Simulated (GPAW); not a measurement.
# SnSe2 (P-3m1) in GPAW: convergence with smearing function

Aim: find how far smearing function must go before the results for SnSe2 settle, at PBE. This setting moves, with any that are tied to it; all else stays.

All numbers are computed with GPAW 26.7.0; they aren't measurements. Logs are shortened: lines on timing, memory, paths and dates and some standing lists are left out, and cuts for length are marked. The log counts tension as positive stress, the text compression.

**1. Starting point**

It takes space group P-3m1 (No. 164, trigonal). The conventional cell has a = 3.811 Å, b = 3.811 Å, c = 6.136 Å, α = 90.00°, β = 90.00°, γ = 120.00°. Sn (site symmetry -3m) has 6 Se at 2.68 Å as nearest neighbours. Se (site symmetry 3m) is surrounded by 3 Sn at 2.68 Å.

**2. With smearing function fermi-dirac**

Input file run.py:

```python
from ase.dft.bandgap import bandgap
from ase.io import read, write
from ase.units import GPa
from gpaw import GPAW, PW

atoms = read('POSCAR')

calc = GPAW(mode=PW(600),
            xc='PBE',
            kpts={'size': (6, 6, 4), 'gamma': True},
            occupations={'name': 'fermi-dirac', 'width': 0.1},
            nbands=24,
            convergence={'density': 1e-05, 'energy': 1e-05},
            maxiter=100,
            txt='gpaw.txt')
atoms.calc = calc
energy = atoms.get_potential_energy()
forces = atoms.get_forces()
stress = atoms.get_stress()
calc.write('gs.gpw')
write('result.traj', atoms)
print(f'Energy: {energy:.6f} eV')
print('Forces (eV/A):')
print(forces.round(4))
print('Stress (GPa):', (stress / GPa).round(3))
print('Fermi level:', round(calc.get_fermi_level(), 4), 'eV')
print(f'Gap: {bandgap(calc)[0]:.4f} eV, direct: {bandgap(calc, direct=True)[0]:.4f} eV')
```

Input file POSCAR:

```
SnSe2
1.0
    3.8110000000      0.0000000000      0.0000000000
   -1.9055000000      3.3004228138      0.0000000000
    0.0000000000      0.0000000000      6.1360000000
Sn Se
1 2
Direct
    0.0000000000      0.0000000000      0.0000000000
    0.6666666667      0.3333333333      0.7510000000
    0.3333333333      0.6666666667      0.2490000000
```

Potentials or basis: GPAW PAW data sets (gpaw-data 1.2.1), pw.

Started as:

```bash
$ OMP_NUM_THREADS=1 python run.py
```

gpaw.txt:

```text
__  _  _
 | _ |_)|_||  |
 |__||  | ||/\| - 26.7.0

Input parameters:
  mode=PW(ecut=600.0),
  convergence={'density': 1e-05, 'energy': 1e-05},
  kpts=MonkhorstPack(size=(6, 6, 4), gamma=True),
  maxiter=100,
  nbands=24,
  occupations=Occupations(name='fermi-dirac', width=0.1),
  xc=XC(name='PBE')

Diagonalizing LCAO Hamiltonian
Converting LCAO to pw mode

             Se

         Se

       Sn

Atoms  # Å, Bohr magnetons
|   | symbol |         x |        y |        z |    initial magnetic moments |
|---|--------|-----------|----------|----------|-----------------------------|
| 0 |     Sn |  0.000000 | 0.000000 | 0.000000 | ( 0.0000,  0.0000,  0.0000) |
| 1 |     Se |  1.905500 | 1.100141 | 4.608136 | ( 0.0000,  0.0000,  0.0000) |
| 2 |     Se | -0.000000 | 2.200282 | 1.527864 | ( 0.0000,  0.0000,  0.0000) |

Unit cell  # Å
| periodic |         x |        y |        z |  lengths |     angles |
|----------|-----------|----------|----------|----------|------------|
|      yes |  3.811000 | 0.000000 | 0.000000 | 3.811000 |  90.000000 |
|      yes | -1.905500 | 3.300423 | 0.000000 | 3.811000 |  90.000000 |
|      yes |  0.000000 | 0.000000 | 6.136000 | 6.136000 | 120.000000 |

Number of symmetries: 12
Symmetry operations  # r_c * U_cc + t_c -> r_c
|    | kind |            matrix            |
|----|------|------------------------------|
|  0 |  σ   |  1, 1, 0,  0,-1, 0,  0, 0, 1 |
|  1 |  S6  |  1, 1, 0, -1, 0, 0,  0, 0,-1 |
|  2 |  E   |  1, 0, 0,  0, 1, 0,  0, 0, 1 |
|  3 |  C2  |  1, 0, 0, -1,-1, 0,  0, 0,-1 |
|  4 |  C2  |  0, 1, 0,  1, 0, 0,  0, 0,-1 |
|  5 |  C3  |  0, 1, 0, -1,-1, 0,  0, 0, 1 |
|  6 |  S6  |  0,-1, 0,  1, 1, 0,  0, 0,-1 |
|  7 |  σ   |  0,-1, 0, -1, 0, 0,  0, 0, 1 |
|  8 |  σ   | -1, 0, 0,  1, 1, 0,  0, 0, 1 |
|  9 |  i   | -1, 0, 0,  0,-1, 0,  0, 0,-1 |
| 10 |  C3  | -1,-1, 0,  1, 0, 0,  0, 0, 1 |
| 11 |  C2  | -1,-1, 0,  0, 1, 0,  0, 0,-1 |

BZ-sampling:
  Number of BZ points: 144
  Number of IBZ points: 24

  Monkhorst-Pack size: [6, 6, 4]
  Monkhorst-Pack shift: [0.08333333333333333, 0.08333333333333333, 0.125]

K-points  # in reciprocal-cell coordinates
|     |                                coordinates |     weight |
|-----|--------------------------------------------|------------|
|   0 | (  0.00000000,   0.00000000,   0.00000000) | 0.00694444 |
|   1 | (  0.00000000,   0.00000000,   0.25000000) | 0.01388889 |
|   2 | (  0.00000000,   0.00000000,   0.50000000) | 0.00694444 |
|   3 | (  0.16666667,   0.00000000,  -0.25000000) | 0.04166667 |
|   4 | (  0.16666667,   0.00000000,   0.00000000) | 0.04166667 |
|   5 | (  0.16666667,   0.00000000,   0.25000000) | 0.04166667 |
|   6 | (  0.16666667,   0.00000000,   0.50000000) | 0.04166667 |
|   7 | (  0.33333333,  -0.16666667,   0.00000000) | 0.04166667 |
|   8 | (  0.33333333,  -0.16666667,   0.25000000) | 0.08333333 |
|   9 | (  0.33333333,  -0.16666667,   0.50000000) | 0.04166667 |
| ... |                                            |            |
|  23 | (  0.50000000,   0.50000000,   0.50000000) | 0.02083333 |

Plane wave coefficients: 2604
Cutoff: 600.0 eV

Spin-components: 1 (collinear spins)
Bands:           24
Projectors:      16
Spin-degeneracy: 2
Datatype:        complex128

Parallelization:
  kpt:    1
  domain: 1
  band:   1

Density:
  Valence electrons: 26.0
  Components: 1
  Grid points: [24 24 35]
  Charge: 0.0  # |e|

Potential:
  Grid points: [24 24 35]

species:
  Sn:
    name:    Tin
    Z:       50.0
    valence: 14
    core:    36
    charge:  0.0  # [|e|]
    compensation charges:
      type: gauss
      rc: 0.38  # [Å]
      lmax: 2
    cutoffs:
      filter: 2.23  # [Å]
      core: 2.35  # [Å]
    projectors
    | kind |    occ | energy [eV] | rcut [Å] |
    |------|--------|-------------|----------|
    |   5s |  2.000 |     -10.538 |    1.201 |
    |   5p |  2.000 |      -3.696 |    1.270 |
    |   4d | 10.000 |     -25.845 |    1.185 |
    |    s |        |      16.674 |    1.201 |
    |    p |        |      23.515 |    1.270 |
    |    d |        |       1.367 |    1.185 |

    Using partial waves for Sn as LCAO basis

  Se:
    name:    Selenium
    Z:       34.0
    valence: 6
    core:    28
    charge:  0.0  # [|e|]
    compensation charges:
      type: gauss
      rc: 0.27  # [Å]
      lmax: 2
    cutoffs:
      filter: 1.77  # [Å]
      core: 2.67  # [Å]
    projectors
    | kind |    occ | energy [eV] | rcut [Å] |
    |------|--------|-------------|----------|
    |   4s |  2.000 |     -17.277 |    0.847 |
    |   4p |  4.000 |      -6.512 |    1.005 |
    |    s |        |       9.935 |    0.847 |
    |    p |        |      20.699 |    1.005 |
    |    d |        |       0.000 |    0.847 |

    Using partial waves for Se as LCAO basis

Reference energy: -300217.757568  # eV

eigensolver:
  PPCG
  Converge bands: occupied
  niter=2

density mixing:
  MSR1-Mixer
  Pratt-step length: 0.05
  Maximum mixing coefficient: 0.75
  Old densities: 10
  SVD Regularization: 0.005
  Good broyden scale: 1.0
  Trust region scale: 1.0
  Backstep threshold: 4.0
  History deletion threshold: 6.0
  Fourier metric: weight=20.0, sigma=0.015

occupation numbers:
  Fermi-Dirac:
    width: 0.1000  # eV

poisson solver:
  ecut: 4800.0  # eV

xc functional:
  name: PBE with 2 nearest neighbor stencil

convergence criteria:
- Maximum integral of absolute [dens]ity change: 1e-05 electrons / valence electron
- Maximum [total energy] change in last 3 cyles: 1e-05 eV / valence electron
- Maximum integral of absolute [eigenst]ate change: 4e-08 eV^2 / valence electron
maximum number of iterations: 100

SCF iterations
|iter     | |      energy | eigst |  dens |
|---------|-|-------------|-------|-------|
|iter:   1| |  -12.190809 | +0.03 |       |
|iter:   2| |  -12.139269 | -2.20 | -1.22 |
|iter:   3| |  -11.963507 | -2.00 | -1.26 |
|iter:   4| |  -11.958207 | -2.76 | -1.76 |
|iter:   5| |  -11.958279 | -4.13 | -2.34 |
|iter:   6| |  -11.958245c| -4.52 | -2.61 |
|iter:   7| |  -11.958269c| -5.84 | -3.40 |
|iter:   8| |  -11.958272c| -6.78 | -3.95 |
|iter:   9| |  -11.958272c| -7.44c| -4.79 |
|iter:  10| |  -11.958272c| -7.98c| -5.52c|

Converged in 10 steps
Energy contributions relative to reference atoms: (reference = -300217.757568)

Energy contributions:
  Kinetic:          30.605444
  Coulomb:         -27.460986
  Zero:             -0.102574
  External:          0.000000
  Xc:              -14.998679
  Entropy:          -0.002955
  Spinorbit:         0.000000
  ----------------------------
  Free energy:     -11.959750
  Extrapolated:    -11.958272

dipole moment: (-6.350014, -10.998547, -20.448012)  # |e|*Ang

Fermi level: 5.578
Eigenvalues  # (at kpt = [0.000, 0.000, 0.000])
| band index |      eig [eV] | occ [0-2] |
|------------|---------------|-----------|
|          0 |       -16.127 |     2.000 |
|        ... |               |           |
|          5 |        -8.851 |     2.000 |
|          6 |        -7.074 |     2.000 |
|          7 |        -0.906 |     2.000 |
|          8 |         4.434 |     2.000 |
|          9 |         4.434 |     2.000 |
|         10 |         4.745 |     2.000 |
[... 8 lines left out ...]
|         19 |        14.091 |     0.000 |
|         20 |        14.782 |     0.000 |
|        ... |               |           |
|         23 |        15.931 |     0.000 |

Gap: 0.827 eV
Transition (v -> c):
  (s=0, k=0, n=12, [0.00, 0.00, 0.00]) -> (s=0, k=22, n=13, [0.50, 0.50, 0.25])
Direct/indirect transitions are different
Direct gap: 1.106 eV
Transition at: (s=0, k=0, n=12, [0.00, 0.00, 0.00])

Forces  # eV/Ang
|        x |        y |        z |
|----------|----------|----------|
|  0.00000 |  0.00000 |  0.00000 |  # Sn   0
|  0.00000 | -0.00000 | -0.75503 |  # Se   1
| -0.00000 |  0.00000 |  0.75503 |  # Se   2

Stress tensor  # eV/Ang^3
|         x |         y |         z |
|-----------|-----------|-----------|
| -0.030582 |  0.000000 |  0.000000 |
|  0.000000 | -0.030582 | -0.000000 |
|  0.000000 | -0.000000 | -0.039276 |

# Writing to gs.gpw (mode='')
```

stdout:

```text
Energy: -11.958272 eV
Forces (eV/A):
[[ 0.     0.     0.   ]
 [ 0.    -0.    -0.755]
 [-0.     0.     0.755]]
Stress (GPa): [-4.9   -4.9   -6.293 -0.     0.     0.   ]
Fermi level: 5.5782 eV
Gap: 0.8274 eV, direct: 1.1059 eV
```

Run time: 29 s. Hardware: 1 thread of Arm Neoverse V1, shared host; peak memory 0.18 GiB.

What came out:

```
Free energy            : -11.9597 eV
Pressure               : 5.4 GPa
Largest force          : 0.755 eV/Å
Band gap on the k mesh : 0.83 eV, indirect (least direct gap 1.11 eV)
```

**3. With smearing function gaussian**

Edit run.py of step 2 so:

```diff
@@ -10,3 +10,3 @@
             kpts={'size': (6, 6, 4), 'gamma': True},
-            occupations={'name': 'fermi-dirac', 'width': 0.1},
+            occupations={'name': 'methfessel-paxton', 'order': 0, 'width': 0.1},
             nbands=24,
```

POSCAR is that of step 2.

Potentials or basis: GPAW PAW data sets (gpaw-data 1.2.1), pw.

Started as:

```bash
$ OMP_NUM_THREADS=1 python run.py
```

It took 28 s on 1 thread of Arm Neoverse V1, shared host; peak memory 0.19 GiB.

It converged, with:

```yaml
Free_energy: -11.9593 eV
Pressure: 5.4 GPa
Largest_force: 0.753 eV/Å
Band_gap_on_the_k_mesh: 0.83 eV, indirect (least direct gap 1.11 eV)
```

**4. With smearing function marzari-vanderbilt**

Edit run.py of step 3 so:

```diff
@@ -10,3 +10,3 @@
             kpts={'size': (6, 6, 4), 'gamma': True},
-            occupations={'name': 'methfessel-paxton', 'order': 0, 'width': 0.1},
+            occupations={'name': 'marzari-vanderbilt', 'width': 0.1},
             nbands=24,
```

POSCAR is that of step 3.

Started as:

```bash
$ OMP_NUM_THREADS=1 python run.py
```

Run time: 28 s. Hardware: 1 thread of Arm Neoverse V1, shared host; peak memory 0.19 GiB.

The run converged. Its results:

| Quantity | Value |
| --- | --- |
| Free energy | -11.9575 eV |
| Pressure | 5.3 GPa |
| Largest force | 0.738 eV/Å |
| Band gap on the k mesh | 0.83 eV, indirect (least direct gap 1.11 eV) |

**5. With smearing function methfessel-paxton**

Edit run.py of step 4 so:

```diff
@@ -10,3 +10,3 @@
             kpts={'size': (6, 6, 4), 'gamma': True},
-            occupations={'name': 'marzari-vanderbilt', 'width': 0.1},
+            occupations={'name': 'methfessel-paxton', 'width': 0.1, 'order': 1},
             nbands=24,
```

POSCAR is that of step 4.

Started as:

```bash
$ OMP_NUM_THREADS=1 python run.py
```

It took 28 s on 1 thread of Arm Neoverse V1, shared host; peak memory 0.19 GiB.

It converged, with:

| Quantity | Value |
| --- | --- |
| Free energy | -11.9590 eV |
| Pressure | 5.4 GPa |
| Largest force | 0.752 eV/Å |
| Band gap on the k mesh | 0.83 eV, indirect (least direct gap 1.11 eV) |

**6. With smearing function tetrahedron-method**

Edit run.py of step 5 so:

```diff
@@ -10,3 +10,3 @@
             kpts={'size': (6, 6, 4), 'gamma': True},
-            occupations={'name': 'methfessel-paxton', 'width': 0.1, 'order': 1},
+            occupations={'name': 'tetrahedron-method'},
             nbands=24,
```

POSCAR is that of step 5.

Potentials or basis: GPAW PAW data sets (gpaw-data 1.2.1), pw.

Started as:

```bash
$ OMP_NUM_THREADS=1 python run.py
```

It took 28 s on 1 thread of Arm Neoverse V1, shared host; peak memory 0.19 GiB.

It converged, with:

```yaml
Free_energy: -11.9593 eV
Pressure: 5.4 GPa
Largest_force: 0.753 eV/Å
Band_gap_on_the_k_mesh: 0.83 eV, indirect (least direct gap 1.11 eV)
```

**7. With smearing function improved-tetrahedron-method**

Edit run.py of step 6 so:

```diff
@@ -10,3 +10,3 @@
             kpts={'size': (6, 6, 4), 'gamma': True},
-            occupations={'name': 'tetrahedron-method'},
+            occupations={'name': 'improved-tetrahedron-method'},
             nbands=24,
```

POSCAR is that of step 6.

Started as:

```bash
$ OMP_NUM_THREADS=1 python run.py
```

Run time: 28 s. Hardware: 1 thread of Arm Neoverse V1, shared host; peak memory 0.19 GiB.

Results (log left out):

* Free energy: -11.9593 eV
* Pressure: 5.4 GPa
* Largest force: 0.753 eV/Å
* Band gap on the k mesh: 0.83 eV, indirect (least direct gap 1.11 eV)

**8. With smearing function fixed**

Edit run.py of step 7 so:

```diff
@@ -10,3 +10,3 @@
             kpts={'size': (6, 6, 4), 'gamma': True},
-            occupations={'name': 'improved-tetrahedron-method'},
+            occupations={'width': 0.0},
             nbands=24,
```

POSCAR is that of step 7.

Started as:

```bash
$ OMP_NUM_THREADS=1 python run.py
```

Run time: 28 s. Hardware: 1 thread of Arm Neoverse V1, shared host; peak memory 0.18 GiB.

The run converged. Its results:

```yaml
Free_energy: -11.9593 eV
Pressure: 5.4 GPa
Largest_force: 0.753 eV/Å
Band_gap_on_the_k_mesh: 0.83 eV, indirect (least direct gap 1.11 eV)
```

**9. Result**

```tsv
smearing function	energy less the tightest run, at zero smearing (meV/atom)	largest force (eV/Å)	gap on the mesh (eV)	SCF cycles	CPU time (s)	peak memory (GiB)
fermi-dirac	0.33	0.755	0.827	10	29	0.18
gaussian	0.00	0.753	0.827	10	28	0.19
marzari-vanderbilt	0.59	0.738	0.832	10	28	0.19
methfessel-paxton	0.06	0.752	0.827	10	28	0.19
tetrahedron-method	0.00	0.753	0.827	10	28	0.19
improved-tetrahedron-method	0.00	0.753	0.827	10	28	0.19
fixed	0.00	0.753	0.827	10	28	0.18
```

Against the tightest run, the energy stays within 1 meV/atom from fermi-dirac on; the largest force stays within 0.005 eV/Å from methfessel-paxton on; the gap on the mesh stays within 0.01 eV from fermi-dirac on. The tightest run that finished is the yardstick and may itself not be fully converged.

Caveats: spin-orbit coupling is left out, which moves the levels of the heavy elements; this functional lacks dispersion, which binds the layers, so the pressure and a relaxed spacing across them are unreliable.
